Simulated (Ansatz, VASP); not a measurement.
# GaSb in two plane-wave programs

One calculation is typed for both programs; each brings its own data sets and cutoff. How far apart do they land? The cell is taken from a series of VASP runs on this material, whose earlier steps may have relaxed, scaled or displaced it; both programs get it as it stands.

Calculated with Ansatz 0.2.0; plane waves, with VASP 6.6.1 beside it; zone-centre phonons at PBEsol with D3(BJ).

## Step 1: Set-up

Symmetry: F-43m, No. 216, cubic system. Conventional cell: a = 6.043 Å, b = 6.043 Å, c = 6.043 Å, α = 90.00°, β = 90.00°, γ = 90.00°. Nearest to Sb lie 4 Ga at 2.62 Å. Nearest to Ga lie 4 Sb at 2.62 Å. Farther neighbours are not listed.

As a file:

```cif
data_structure
_symmetry_space_group_name_H-M 'P 1'
_symmetry_Int_Tables_number 1
_cell_length_a 4.2730
_cell_length_b 4.2730
_cell_length_c 4.2730
_cell_angle_alpha 60.000
_cell_angle_beta 60.000
_cell_angle_gamma 60.000
_cell_volume 55.17
loop_
_atom_site_label
_atom_site_type_symbol
_atom_site_fract_x
_atom_site_fract_y
_atom_site_fract_z
_atom_site_occupancy
Sb1 Sb 0.25000 0.25000 0.25000 1
Ga2 Ga 0.00000 0.00000 0.00000 1
```

## Step 2: VASP: zone-centre phonons, PBEsol with D3(BJ)

Second derivatives magnify differences that forces hide, and they need a tight electronic threshold.

Lines of VASP's logs that name or quote its potential files are left out, and so is its time.

Contents of INCAR:

```
SYSTEM = GaSb
PREC = Accurate
ENCUT = 450
EDIFF = 1E-08
NELM = 100
ISMEAR = 0
SIGMA = 0.03
LREAL = .FALSE.
ALGO = Normal
GGA = PS
IVDW = 12
NBANDS = 15
LORBIT = 11
LWAVE = .FALSE.
LCHARG = .FALSE.
KPAR = 8
IBRION = 6
NFREE = 2
POTIM = 0.015
NSW = 1
ISIF = 2
```

Contents of POSCAR:

```
GaSb
1.0
    0.0000000000      3.0214363367      3.0214363367
    3.0214363367      0.0000000000      3.0214363367
    3.0214363367      3.0214363367      0.0000000000
Sb Ga
1 1
Direct
    0.2500000000      0.2500000000      0.2500000000
    0.0000000000      0.0000000000      0.0000000000
```

Contents of KPOINTS:

```
Automatic mesh
0
Gamma
10 10 10
0 0 0
```

PAW data sets: Sb and Ga_d (PBE family, release 64).

Launch:

```bash
mpirun -np 8 vasp_std
```

Numbers of over 12 decimals in the logs are rounded to 6 here.

Output:

```text
[banner, memory and clock lines left out]
running    8 mpi-ranks, on    1 nodes
 distrk:  each k-point on    1 cores,    8 groups
 distr:  one band on    1 cores,    1 groups

 POSCAR found type information on POSCAR SbGa
 POSCAR found :  2 types and       2 ions
|                                                                             |
|           W    W    AA    RRRRR   N    N  II  N    N   GGGG   !!!           |
|           W    W   A  A   R    R  NN   N  II  NN   N  G    G  !!!           |
|           W    W  A    A  R    R  N N  N  II  N N  N  G       !!!           |
|           W WW W  AAAAAA  RRRRR   N  N N  II  N  N N  G  GGG   !            |
|           WW  WW  A    A  R   R   N   NN  II  N   NN  G    G                |
|           W    W  A    A  R    R  N    N  II  N    N   GGGG   !!!           |
|                                                                             |
|     For optimal performance we recommend to set                             |
|       NCORE = 2 up to number-of-cores-per-socket                            |
|     NCORE specifies how many cores store one orbital (NPAR=cpu/NCORE).      |
|     This setting can greatly improve the performance of VASP for DFT.       |
|     The default, NCORE=1 might be grossly inefficient on modern             |
|     multi-core architectures or massively parallel machines. Do your        |
|     Unfortunately you need to use the default for GW and RPA                |
|     calculations (for HF NCORE is supported but not extensively tested      |
|     yet).                                                                   |
|                                                                             |

|                                                                             |
|               ----> ADVICE to this user running VASP <----                  |
|                                                                             |
|     You enforced a specific xc type in the INCAR file but a different       |
|     [... a line on the potential file left out ...]
|     I HOPE YOU KNOW WHAT YOU ARE DOING!                                     |
|                                                                             |

 LDA part: xc-table for (Slater+PW92), standard interpolation
 POSCAR, INCAR and KPOINTS ok, starting setup
 FFT: planning ... GRIDC
 FFT: planning ... GRID_SOFT
 FFT: planning ... GRID
 WAVECAR not read
 entering main loop
       N       E                     dE             d eps       ncg     rms          rms(c)
DAV:   1     0.780326310487E+02    0.78033E+02   -0.82218E+03  1410   0.138E+03
DAV:   2    -0.212237401736E+01   -0.80155E+02   -0.77080E+02  1592   0.292E+02
DAV:   3    -0.813853259565E+01   -0.60162E+01   -0.59971E+01  1676   0.660E+01
DAV:   4    -0.824688848675E+01   -0.10836E+00   -0.10834E+00  1727   0.101E+01
DAV:   5    -0.824939328201E+01   -0.25048E-02   -0.25048E-02  1794   0.135E+00    0.328E+00
DAV:   6    -0.816909104167E+01    0.80302E-01   -0.88915E-02  1888   0.535E+00    0.193E+00
DAV:   7    -0.814040096024E+01    0.28690E-01   -0.49025E-02  1767   0.209E+00    0.373E-01
DAV:   8    -0.814047487928E+01   -0.73919E-04   -0.50964E-03  1850   0.910E-01    0.113E-01
DAV:   9    -0.814074936234E+01   -0.27448E-03   -0.46856E-04  1634   0.175E-01    0.421E-02
DAV:  10    -0.814073881726E+01    0.10545E-04   -0.19955E-05  1834   0.402E-02    0.124E-02
DAV:  11    -0.814074725525E+01   -0.84380E-05   -0.11963E-05  1585   0.251E-02    0.421E-03
DAV:  12    -0.814074735556E+01   -0.10031E-06   -0.44089E-07  1844   0.629E-03    0.986E-04
DAV:  13    -0.814074733650E+01    0.19054E-07   -0.48796E-08  1656   0.145E-03    0.583E-04
DAV:  14    -0.814074737517E+01   -0.38661E-07   -0.41054E-09  1412   0.946E-04    0.145E-04
DAV:  15    -0.814074738740E+01   -0.12231E-07   -0.93756E-10  1055   0.383E-04    0.761E-05
DAV:  16    -0.814074738392E+01    0.34806E-08   -0.18544E-10   908   0.172E-04
   1 F= -.88124677E+01 E0= -.88124677E+01  d E =-.894924E-12
[...]
2 F= -.88114860E+01 E0= -.88114860E+01  d E =-.154338E-09
[...]
3 F= -.88114861E+01 E0= -.88114861E+01  d E =-.154367E-09
[...]
4 F= -.88114941E+01 E0= -.88114941E+01  d E =-.154326E-09
 Finite differences progress:
  Degree of freedom:   2/  2
  Displacement:        1/  2
  Total:               3/  4
 bond charge predicted
       N       E                     dE             d eps       ncg     rms          rms(c)
DAV:   1    -0.813628231062E+01    0.34919E-02   -0.21030E+00  5228   0.971E+00    0.761E-02
DAV:   2    -0.813975494469E+01   -0.34726E-02   -0.34964E-02  7195   0.145E+00    0.432E-02
DAV:   3    -0.813977722386E+01   -0.22279E-04   -0.56461E-04  6713   0.177E-01    0.188E-02
DAV:   4    -0.813977385240E+01    0.33715E-05   -0.25055E-05  6781   0.389E-02    0.350E-03
DAV:   5    -0.813977402707E+01   -0.17468E-06   -0.17922E-06  5818   0.120E-02    0.986E-04
DAV:   6    -0.813977404003E+01   -0.12957E-07   -0.11478E-07  7027   0.300E-03    0.320E-04
DAV:   7    -0.813977404158E+01   -0.15511E-08   -0.77067E-09  4112   0.695E-04
   5 F= -.88114940E+01 E0= -.88114940E+01  d E =-.154146E-09
 Finite differences progress:
  Degree of freedom:   2/  2
  Displacement:        2/  2
  Total:               4/  4
```

OUTCAR, selected parts (step 2):

```text
ion  position               nearest neighbor table
   1  0.250  0.250  0.250-   2 2.62   2 2.62   2 2.62   2 2.62
   2  0.000  0.000  0.000-   1 2.62   1 2.62   1 2.62   1 2.62

  LATTYP: Found a face centered cubic cell.
 ALAT       =     6.0428726734

 Subroutine GETGRP returns: Found 24 space group operations
 (whereof 24 operations were pure point group operations)

The static configuration has the point symmetry T_d .

 Found     47 irreducible k-points:

   k-points           NKPTS =     47   k-points in BZ     NKDIM =     47   number of bands    NBANDS=     15

   dimension x,y,z NGX =    30 NGY =   30 NGZ =   30
   dimension x,y,z NGXF=    60 NGYF=   60 NGZF=   60

   ENCUT  =  450.0 eV  33.07 Ry    5.75 a.u.   7.39  7.39  7.39*2*pi/ulx,y,z

   NELECT =      18.0000    total number of electrons

 k-points in reciprocal lattice and weights: Automatic mesh
   0.00000000  0.00000000  0.00000000       0.001
   0.10000000  0.00000000  0.00000000       0.008
   0.20000000  0.00000000  0.00000000       0.008
   0.30000000  0.00000000  0.00000000       0.008
   0.40000000  0.00000000  0.00000000       0.008
   0.50000000  0.00000000  0.00000000       0.004
   0.10000000  0.10000000  0.00000000       0.006
   0.20000000  0.10000000  0.00000000       0.024
   0.30000000  0.10000000  0.00000000       0.024
[...]
-0.30000000  0.40000000  0.20000000       0.024
  -0.30000000  0.50000000  0.20000000       0.012

 Edisp (eV)   -0.67172

 average (electrostatic) potential at core
       1 -87.1442       2 -65.2260

 E-fermi :   5.2684

 k-point     1 :       0.0000    0.0000    0.0000
  band No.  band energies     occupation
    ...
      5      -9.9033      2.00000
      6      -6.6525      2.00000
      7       5.0692      2.00000
      8       5.1168      2.00000
      9       5.1631      2.00000
     10       5.3735      0.00000
     11       7.8274      0.00000
     12       7.8613      0.00000
     13       7.8970      0.00000
     14      10.7774      0.00000
    ...

 k-point     2 :       0.1000    0.0000    0.0000
  band No.  band energies     occupation
    ...
      5      -9.9034      2.00000
      6      -6.5449      2.00000
      7       3.5745      2.00000
      8       4.8887      2.00000
      9       4.9491      2.00000
     10       6.2075      0.00000
     11       8.0931      0.00000
     12       8.1435      0.00000
     13       8.2916      0.00000
     14      11.3819      0.00000
    ...

 k-point     3 :       0.2000    0.0000    0.0000
  band No.  band energies     occupation
    ...
      5      -9.9036      2.00000
      6      -6.2314      2.00000
      7       1.8359      2.00000
      8       4.5191      2.00000
      9       4.5768      2.00000
     10       6.0988      0.00000
     11       8.5513      0.00000
     12       8.6117      0.00000
     13       9.6364      0.00000
     14      12.2334      0.00000
    ...

 Edisp (eV)   -0.67172

  Total       0.00025     0.00282     0.00282     0.00000    -0.12442     0.00000
  in kB       0.00716     0.08187     0.08187     0.00000    -3.61340     0.00000
  external pressure =        0.06 kB  Pullay stress =        0.00 kB

  energy-cutoff  :      450.00
  volume of cell :       55.17
      direct lattice vectors                 reciprocal lattice vectors
     0.000000000  3.021436337  3.021436337    -0.165484208  0.165484208  0.165484208
     3.021436337  0.000000000  3.021436337     0.165484208 -0.165484208  0.165484208
     3.021436337  3.021436337  0.000000000     0.165484208  0.165484208 -0.165484208

 POSITION                                       TOTAL-FORCE (eV/Angst)
 -----------------------------------------------------------------------------------
      1.51072      1.51072      1.51072        -0.130450      0.000000      0.000000
     -0.01500      0.00000      0.00000         0.130450      0.000000      0.000000
 -----------------------------------------------------------------------------------
    total drift:                               -0.000883     -0.000002     -0.000001

  FREE ENERGIE OF THE ION-ELECTRON SYSTEM (eV)
  ---------------------------------------------------
  free  energy   TOTEN  =        -8.8114939507 eV

  energy  without entropy=       -8.8114939505  energy(sigma->0) =       -8.81149395

 Eigenvectors and eigenvalues of the dynamical matrix
 ----------------------------------------------------

   1 f  =    6.928263 THz    43.531562 2PiTHz  231.101989 cm-1    28.652982 meV
             X         Y         Z           dx          dy          dz
      1.510718  1.510718  1.510718     0.579510    0.170559   -0.000000
      0.000000  0.000000  0.000000    -0.764495   -0.225003   -0.000000

   2 f  =    6.928263 THz    43.531562 2PiTHz  231.101989 cm-1    28.652982 meV
             X         Y         Z           dx          dy          dz
      1.510718  1.510718  1.510718     0.000000    0.000000   -0.604087
      0.000000  0.000000  0.000000     0.000000    0.000000    0.796918

   3 f  =    6.928263 THz    43.531562 2PiTHz  231.101989 cm-1    28.652982 meV
             X         Y         Z           dx          dy          dz
      1.510718  1.510718  1.510718     0.170559   -0.579510   -0.000000
      0.000000  0.000000  0.000000    -0.225003    0.764495   -0.000000

   4 f/i=    0.005624 THz     0.035337 2PiTHz    0.187598 cm-1     0.023259 meV
             X         Y         Z           dx          dy          dz
      1.510718  1.510718  1.510718     0.060546    0.793498    0.042119
      0.000000  0.000000  0.000000     0.045896    0.601495    0.031928

   5 f/i=    0.005624 THz     0.035337 2PiTHz    0.187598 cm-1     0.023259 meV
             X         Y         Z           dx          dy          dz
      1.510718  1.510718  1.510718     0.794560   -0.059960   -0.012557
      0.000000  0.000000  0.000000     0.602300   -0.045452   -0.009519

   6 f/i=    0.005624 THz     0.035337 2PiTHz    0.187598 cm-1     0.023259 meV
             X         Y         Z           dx          dy          dz
      1.510718  1.510718  1.510718     0.009334   -0.042949    0.795705
      0.000000  0.000000  0.000000     0.007075   -0.032557    0.603168

 ELASTIC MODULI CONTR FROM IONIC RELAXATION (kBar)
 Direction    XX          YY          ZZ          XY          YZ          ZX
 --------------------------------------------------------------------------------
 XX          -0.0000     -0.0000     -0.0000     -0.0000     -0.0000     -0.0000
 YY          -0.0000     -0.0000     -0.0000     -0.0000     -0.0000     -0.0000
 ZZ          -0.0000     -0.0000     -0.0000     -0.0000     -0.0000     -0.0000
 XY          -0.0000     -0.0000     -0.0000   -229.4768      0.0000      0.0000
 YZ          -0.0000     -0.0000     -0.0000      0.0000   -229.4768      0.0000
 ZX          -0.0000     -0.0000     -0.0000      0.0000      0.0000   -229.4768
 --------------------------------------------------------------------------------

 total charge
# of ion       s       p       d       tot
------------------------------------------
    1        1.127   1.360   0.030   2.517
    2        0.909   0.802   9.967  11.678
--------------------------------------------------
tot          2.036   2.162   9.997  14.195

[... 3 further parts left out ...]
```

The last energy, forces, stress and levels in OUTCAR belong to the last displaced cell, not to the cell of POSCAR.

[end of part 1 of 2]

[Lines on the potential files, build, host, timing and source positions are cut from VASP's logs without a mark.]

[Logs are printed without paths, hosts, clocks, repeated set-up lines and the standing remarks that a program may print on its own settings, such as how far it seeks lower states.]

[Hosts, paths, dates, database ids (printed as entryN), source tags and the programs' standing remarks are cut or masked in the printed files.]
